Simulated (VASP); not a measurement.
# GaN in VASP: relaxation of cell and atoms with LDA

Aim: the relaxation of cell and atoms of GaN with LDA.

Program: VASP 6.6.1. These are calculated values, not measurements. Logs are shortened: lines on timing, memory, paths and dates and some standing lists are left out, and cuts for length are marked.

## 1. The structure

The cell holds a sheet with vacuum, 2 atoms: a = 3.200 Å, b = 3.200 Å, c = 16.000 Å, α = 90.00°, β = 90.00°, γ = 120.00°.

The cell was built by a generator and needn't be a form met in nature.

## 2. Relaxation of cell and atoms, LDA

The input, INCAR:

```
SYSTEM = GaN
PREC = Accurate
ENCUT = 600
EDIFF = 1E-7
ISMEAR = 0
SIGMA = 0.03
LREAL = .FALSE.
LASPH = .TRUE.
NELM = 120
ALGO = Fast
ISIF = 3
LWAVE = .FALSE.
LCHARG = .FALSE.
IBRION = 2
NSW = 40
EDIFFG = -0.005
LATTICE_CONSTRAINTS = .TRUE. .TRUE. .FALSE.
KPAR = 2
```

The input, KPOINTS:

```
regular mesh
0
G
  12 12 1
  0 0 0
```

The input, POSCAR:

```
GaN
1.0
    3.2000000000      0.0000000000      0.0000000000
   -1.6000000000      2.7712812900      0.0000000000
    0.0000000000      0.0000000000     16.0000000000
Ga N
1 1
Direct
    0.3333330000      0.6666670000      0.5000000000
    0.6666670000      0.3333330000      0.5000000000
```

Potentials or basis: VASP PAW LDA potentials, release 64 (Ga_d, N).

The run is started by

```
cat potpaw_LDA.64/Ga_d/POTCAR potpaw_LDA.64/N/POTCAR > POTCAR
mpirun -np 2 vasp_std > vasp.out
```

OUTCAR:

```text
SYSTEM = GaN
   PREC = Accurate
   ENCUT = 600
   EDIFF = 1E-7
   ISMEAR = 0
   LREAL = .FALSE.
   LASPH = .TRUE.
   NELM = 120
   ISIF = 3
   IBRION = 2
   NSW = 40
   EDIFFG = -0.005

 ion  position               nearest neighbor table
   1  0.333  0.667  0.500-   2 1.85   2 1.85   2 1.85
   2  0.667  0.333  0.500-   1 1.85   1 1.85   1 1.85

  LATTYP: Found a hexagonal cell.
 ALAT       =     3.2000000000
 C/A-ratio  =     5.0000000000

  Lattice vectors:

 A1 = (   3.2000000000,   0.0000000000,   0.0000000000)
 A2 = (  -1.6000000000,   2.7712812900,   0.0000000000)
 A3 = (   0.0000000000,   0.0000000000,  16.0000000000)

Analysis of symmetry for initial positions (statically):
=====================================================================
 Subroutine PRICEL returns:
 Original cell was already a primitive cell.

 Routine SETGRP: Setting up the symmetry group for a
 hexagonal supercell.

 Subroutine GETGRP returns: Found 12 space group operations
 (whereof 12 operations were pure point group operations)
 out of a pool of 24 trial point group operations.

The static configuration has the point symmetry D_3h.

Analysis of symmetry for dynamics (positions and initial velocities):
=====================================================================
 Subroutine PRICEL returns:
 Original cell was already a primitive cell.

 Routine SETGRP: Setting up the symmetry group for a
 hexagonal supercell.

 Subroutine GETGRP returns: Found 12 space group operations
 (whereof 12 operations were pure point group operations)
 out of a pool of 24 trial point group operations.

The dynamic configuration has the point symmetry D_3h.

 Subroutine INISYM returns: Found 12 space group operations
 (whereof 12 operations are pure point group operations),
 and found     1 'primitive' translations

----------------------------------------------------------------------------------------

                                     Primitive cell

  volume of cell :     141.8896

  direct lattice vectors                    reciprocal lattice vectors
     3.200000000  0.000000000  0.000000000     0.312500000  0.180421959  0.000000000
    -1.600000000  2.771281290  0.000000000     0.000000000  0.360843919  0.000000000
     0.000000000  0.000000000 16.000000000     0.000000000  0.000000000  0.062500000

  length of vectors
     3.200000000  3.199999998 16.000000000     0.360843918  0.360843919  0.062500000

  position of ions in fractional coordinates (direct lattice)
     0.333333000  0.666667000  0.500000000
     0.666667000  0.333333000  0.500000000

  ion indices of the primitive-cell ions
   primitive index   ion index
                 1           1
                 2           2

----------------------------------------------------------------------------------------

 KPOINTS: regular mesh

Automatic generation of k-mesh.
 Grid dimensions read from file:
 generate k-points for:   12   12    1

 Generating k-lattice:

  Cartesian coordinates                     Fractional coordinates (reciprocal lattice)
     0.026041667  0.015035163  0.000000000     0.083333333  0.000000000  0.000000000
     0.000000000  0.030070327  0.000000000     0.000000000  0.083333333  0.000000000
     0.000000000  0.000000000  0.062500000     0.000000000  0.000000000  1.000000000

  Length of vectors
     0.030070327  0.030070327  0.062500000

  Shift w.r.t. Gamma in fractional coordinates (k-lattice)
     0.000000000  0.000000000  0.000000000

 Subroutine IBZKPT returns following result:
 ===========================================

 Found     19 irreducible k-points:

 Following reciprocal coordinates:
            Coordinates               Weight
  0.000000  0.000000  0.000000      1.000000
  0.083333 -0.000000  0.000000      6.000000
  0.166667 -0.000000  0.000000      6.000000
  0.250000 -0.000000  0.000000      6.000000
  0.333333 -0.000000  0.000000      6.000000
  0.416667  0.000000  0.000000      6.000000
[... 11 lines left out ...]
  0.333333  0.250000  0.000000     12.000000
  0.333333  0.333333  0.000000      2.000000
   k-points           NKPTS =     19   k-points in BZ     NKDIM =     19   number of bands    NBANDS=     13
   number of dos      NEDOS =    301   number of ions     NIONS =      2
   total plane-waves  NPLWV = 100352
   dimension x,y,z NGX =    28 NGY =   28 NGZ =  128
   dimension x,y,z NGXF=    56 NGYF=   56 NGZF=  256
   ions per type =               1   1
   NGX,Y,Z   is equivalent  to a cutoff of  14.55, 14.55, 13.30 a.u.
   NGXF,Y,Z  is equivalent  to a cutoff of  29.09, 29.09, 26.60 a.u.
 SYSTEM =  GaN
   PREC   = accura    normal or accurate (medium, high low for compatibility)
   ISTART =      0    job   : 0-new  1-cont  2-samecut
   ICHARG =      2    charge: 1-file 2-atom 10-const
   ISPIN  =      1    spin polarized calculation?
   LNONCOLLINEAR =      F non collinear calculations
   LSORBIT =      F    spin-orbit coupling
   LASPH  =      T    aspherical Exc in radial PAW
   ENCUT  =  600.0 eV  44.10 Ry    6.64 a.u.   6.39  6.39 31.96*2*pi/ulx,y,z
   NELM   =    120;   NELMIN=  2; NELMDL= -5     # of ELM steps
   EDIFF  = 0.1E-06   stopping-criterion for ELM
   LREAL  =      F    real-space projection
   EDIFFG = -.5E-02   stopping-criterion for IOM
   NSW    =     40    number of steps for IOM
   IBRION =      2    ionic relax: 0-MD 1-quasi-New 2-CG
   NFREE  =      1    steps in history (QN), initial steepest desc. (CG)
   ISIF   =      3    stress and relaxation
   ISYM   =      2    0-nonsym 1-usesym 2-fastsym
   POTIM  = 0.5000    time-step for ionic-motion
   TEBEG  =    0.0;   TEEND  =   0.0 temperature during run
   PSTRESS=    0.0 pullay stress
   NELECT =      18.0000    total number of electrons
   NUPDOWN=      -1.0000    fix difference up-down
   EMIN   =  10.00;   EMAX   =-10.00  energy-range for DOS
   EFERMI =   0.00;   METHOD = LEGACY
   ISMEAR =     0;   SIGMA  =   0.03  broadening in eV -4-tet -1-fermi 0-gaus
   EFERMI_NEDOS =   21; number of points for ismear=-14 and -15
   IALGO  =     68    algorithm
   IMIX   =      4    mixing-type and parameters
     AMIX     =   0.40;   BMIX     =  1.00
     AMIX_MAG =   1.60;   BMIX_MAG =  1.00
  volume/ion in A,a.u.               =      70.94       478.76
  Fermi-wavevector in a.u.,A,eV,Ry     =   0.822588  1.554465  9.206386  0.676650
  Thomas-Fermi vector in A             =   1.933949
   LORBIT       =      0    0 simple, 1 ext, 2 COOP (PROOUT), +10 PAW based schemes
   GGA     = CA    functional components
   LHFCALC =     F    Hartree Fock is set to
   AEXX    =    0.0000 exact exchange contribution
   IVDW    =     0    specifies the selected vdW correction
   LEPSILON=     F    determine dielectric tensor
   LRPA    =     F    only Hartree local field effects (RPA)
 conjugate gradient relaxation of ions
 non-spin polarized calculation
 RMM-DIIS sequential band-by-band and
 Gauss-broadening in eV      SIGMA  =   0.03
  energy-cutoff  :      600.00
  volume of cell :      141.89
 maximum number of plane-waves:      4775
 NGX is ok and might be reduce to    28
   NGX = 13   NGY = 13   NGZ = 63

--------------------------------------- Ionic step        1  -------------------------------------------

 number of electron      18.0000003 magnetization

 Free energy of the ion-electron system (eV)
  ---------------------------------------------------
  ext. energy  EPLUGINS =         0.00000000
  ---------------------------------------------------
  free energy    TOTEN  =       -12.92652443 eV

  energy without entropy =      -12.92652443  energy(sigma->0) =      -12.92652443

------------------------ aborting loop because EDIFF is reached ----------------------------------------

  FORCE on cell =-STRESS in cart. coord.  units (eV):
  Direction    XX          YY          ZZ          XY          YZ          ZX
  --------------------------------------------------------------------------------------
  -------------------------------------------------------------------------------------
  Total       -1.4452212     -1.4452212     -0.0243599      0.0000000      0.0000000     -0.0000000
  in kB      -16.3190302    -16.3190301     -0.2750647      0.0000000      0.0000000     -0.0000000
  external PRESSURE =     -10.9710417 kB  Pullay stress =       0.0000000 kB

 VOLUME and BASIS-vectors are now :
 -----------------------------------------------------------------------------
  energy-cutoff  :      600.00
  volume of cell :      141.89
      direct lattice vectors                 reciprocal lattice vectors
     3.200000000  0.000000000  0.000000000     0.312500000  0.180421959  0.000000000
    -1.600000000  2.771281290  0.000000000     0.000000000  0.360843919  0.000000000
     0.000000000  0.000000000 16.000000000     0.000000000  0.000000000  0.062500000
[... 73 lines left out ...]
 POSITION                                       TOTAL-FORCE (eV/Angst)
 -----------------------------------------------------------------------------------
     -0.00000      1.82465      8.00000         0.000000      0.000000      0.000000
      1.58020      0.91233      8.00000        -0.000000      0.000000      0.000000
 -----------------------------------------------------------------------------------
    total drift:                               -0.000432      0.000250      0.000000

  FREE ENERGIE OF THE ION-ELECTRON SYSTEM (eV)
  ---------------------------------------------------
  free  energy   TOTEN  =       -12.9451823213 eV

  energy  without entropy=      -12.9451823213  energy(sigma->0) =      -12.94518232

--------------------------------------- Ionic step        4  -------------------------------------------

 number of electron      18.0000001 magnetization

 Free energy of the ion-electron system (eV)
  ---------------------------------------------------
  ext. energy  EPLUGINS =         0.00000000
  ---------------------------------------------------
  free energy    TOTEN  =       -12.94519103 eV

  energy without entropy =      -12.94519103  energy(sigma->0) =      -12.94519103

 E-fermi :  -3.7456     XC(G=0):  -2.8492

 val. band max:       -3.9319006831   @ k =   0.3333   0.3333   0.0000
 cond. band min:      -1.4968206219   @ k =   0.0000   0.0000   0.0000
 fundamental gap:      2.4350800612
 Fermi energy:        -3.7456294241

 k-point     1 :       0.0000    0.0000    0.0000
  band No.  band energies     occupation
      1     -19.3284      2.00000
      2     -17.3953      2.00000
      3     -17.3953      2.00000
      4     -17.0704      2.00000
      5     -17.0704      2.00000
      6     -16.3434      2.00000
      7      -6.7089      2.00000
      8      -4.1578      2.00000
      9      -4.1577      2.00000
     10      -1.4968      0.00000
     11       1.1175      0.00000
     12       1.5215      0.00000
     13       2.5116      0.00000

 k-point     2 :       0.0833   -0.0000    0.0000
  band No.  band energies     occupation
      1     -19.2706      2.00000
      2     -17.3968      2.00000
      3     -17.3730      2.00000
      4     -17.0804      2.00000
      5     -17.0718      2.00000
      6     -16.3065      2.00000
      7      -6.5920      2.00000
      8      -4.7722      2.00000
      9      -4.3111      2.00000
     10      -1.0732      0.00000
     11       1.2018      0.00000
[... 294 lines left out ...]
 POSITION                                       TOTAL-FORCE (eV/Angst)
 -----------------------------------------------------------------------------------
     -0.00000      1.82420      8.00000        -0.000000      0.000000      0.000000
      1.57980      0.91210      8.00000         0.000000     -0.000000      0.000000
 -----------------------------------------------------------------------------------
    total drift:                               -0.000432      0.000250      0.000000

  FREE ENERGIE OF THE ION-ELECTRON SYSTEM (eV)
  ---------------------------------------------------
  free  energy   TOTEN  =       -12.9451910325 eV

  energy  without entropy=      -12.9451910325  energy(sigma->0) =      -12.94519103

 reached required accuracy - stopping structural energy minimisation
```

It took 2.5 min on 2 MPI ranks of Intel Xeon Platinum 8488C (Sapphire Rapids), shared host; peak memory 0.25 GiB.

What came out:

| Property | Result |
| --- | --- |
| Free energy | -12.9452 eV |
| Relaxed volume | 69.16 Å³/atom |
| Relaxed cell | a = 3.160 Å, b = 3.160 Å, c = 16.000 Å, α = 90.00°, β = 90.00°, γ = 120.00° |
| Space group after relaxing (to 0.05 Å) | P-6m2 (No. 187) |
| Energy gained by relaxing | 9.3 meV/atom |
| Ionic steps | 4 |
| Band gap on the k mesh | 2.44 eV, indirect (least direct gap 2.66 eV) |

Step by step:
```tsv
step	energy change (eV)	largest force (eV/Å)	pressure (GPa)	volume (Å³)
1	0.0000	0.0000	-1.10	141.89
2	0.0460	0.0000	2.34	132.17
3	-0.0187	0.0000	-0.04	138.40
4	-0.0187	0.0000	-0.01	138.33
```

Final structure:
```yaml
crystal:
  lattice:
    - [3.15960, 0.00000, 0.00000]
    - [-1.57980, 2.73629, 0.00000]
    - [0.00000, 0.00000, 16.00000]
  atoms:
    - { symbol: Ga, position: [0.33333, 0.66667, 0.50000] }
    - { symbol: N, position: [0.66667, 0.33333, 0.50000] }
```

Levels at points of the mesh, in eV from the valence-band top:
```
           k point  band 6  band 7  band 8  band 9  band 10  band 11  band 12  band 13
(0.00, 0.00, 0.00)  -12.41   -2.78   -0.23   -0.23     2.44     5.05     5.45     6.44
(0.50, 0.00, 0.00)  -11.13   -6.28   -2.15   -0.37     4.74     5.47     8.41     9.53
```
